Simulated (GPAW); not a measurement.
# Fe in GPAW: convergence with k mesh

Input of the first run (k mesh 4 × 4 × 2); the others differ in this setting and in those tied to it:

File run.py:

```python
from ase import Atoms
from ase.dft.bandgap import bandgap
from ase.io import write
from ase.units import GPa
from gpaw import GPAW, PW

atoms = Atoms(['Fe', 'Fe'],
              cell=[[2.4341575853, 0.0, 0.0],
                    [-1.2170787927, 2.1080423057, 0.0],
                    [0.0, 0.0, 3.84193447]],
              scaled_positions=[[0.6666666667, 0.3333333333, 0.75],
                                [0.3333333333, 0.6666666667, 0.25]],
              pbc=True)
atoms.set_initial_magnetic_moments([3.0, 3.0])

calc = GPAW(mode=PW(600),
            xc='RPBE',
            kpts={'size': (4, 4, 2), 'gamma': True},
            occupations={'name': 'fermi-dirac', 'width': 0.05},
            nbands=19,
            convergence={'density': 1e-05, 'energy': 1e-05},
            maxiter=100,
            txt='gpaw.txt')
atoms.calc = calc
energy = atoms.get_potential_energy()
forces = atoms.get_forces()
stress = atoms.get_stress()
calc.write('gs.gpw')
write('result.traj', atoms)
print(f'Energy: {energy:.6f} eV')
print('Forces (eV/A):')
print(forces.round(4))
print('Stress (GPa):', (stress / GPa).round(3))
print('Moments:', calc.get_magnetic_moments().round(3))
print('Fermi level:', round(calc.get_fermi_level(), 4), 'eV')
print(f'Gap: {bandgap(calc)[0]:.4f} eV, direct: {bandgap(calc, direct=True)[0]:.4f} eV')
```

Potentials or basis: the program's PAW data sets (release 1.2.1) made for this functional, pw.

Run with:

```sh
$ OMP_NUM_THREADS=1 python run.py
```

This isn't the form of Fe at room conditions, which is bcc.

Hardware: 1 thread of Arm Neoverse V2, with other jobs on the host.

Task: The values tried are 3 × 3 × 2, 4 × 4 × 2, 5 × 5 × 3, 6 × 6 × 4, 8 × 8 × 5, 9 × 9 × 5, 11 × 11 × 6, 14 × 14 × 8, 17 × 17 × 9, loosest first. From which on does the pressure stay within 0.1 GPa of the tightest run that finished?

Result: From 14 × 14 × 8 on.

| k mesh | energy less the tightest run, at zero smearing (meV/atom) | pressure (GPa) | largest site moment (μB) | SCF cycles | CPU time (s) | peak memory (GiB) |
| --- | --- | --- | --- | --- | --- | --- |
| 3 × 3 × 2 | not converged | - | - | - | - | - |
| 4 × 4 × 2 | -60.39 | 19.03 | 0.00 | 27 | 12 | 0.13 |
| 5 × 5 × 3 | 47.09 | 22.29 | 0.27 | 22 | 13 | 0.13 |
| 6 × 6 × 4 | 24.32 | 21.96 | 0.15 | 19 | 19 | 0.14 |
| 8 × 8 × 5 | -15.35 | 20.76 | 0.00 | 19 | 30 | 0.15 |
| 9 × 9 × 5 | -12.78 | 20.78 | 0.00 | 18 | 35 | 0.15 |
| 11 × 11 × 6 | 2.87 | 21.22 | 0.00 | 19 | 61 | 0.17 |
| 14 × 14 × 8 | 0.47 | 21.14 | 0.00 | 18 | 110 | 0.22 |
| 17 × 17 × 9 | 0.00 | 21.10 | 0.00 | 17 | 160 | 0.27 |

Against the tightest run, the energy stays within 1 meV/atom from 14 × 14 × 8 on; the largest site moment stays within 0.02 μB from 8 × 8 × 5 on. Meshes of other sizes hit other points, so gaps and Fermi surfaces needn't settle smoothly. The tightest run that finished is the yardstick and may itself not be fully converged.

Caveat, for the tightest run too: the starting moments collapsed, and a magnetic state may lie lower; so large a pressure means that the cell lies far from this level's equilibrium, or that cutoff or potentials fall short.
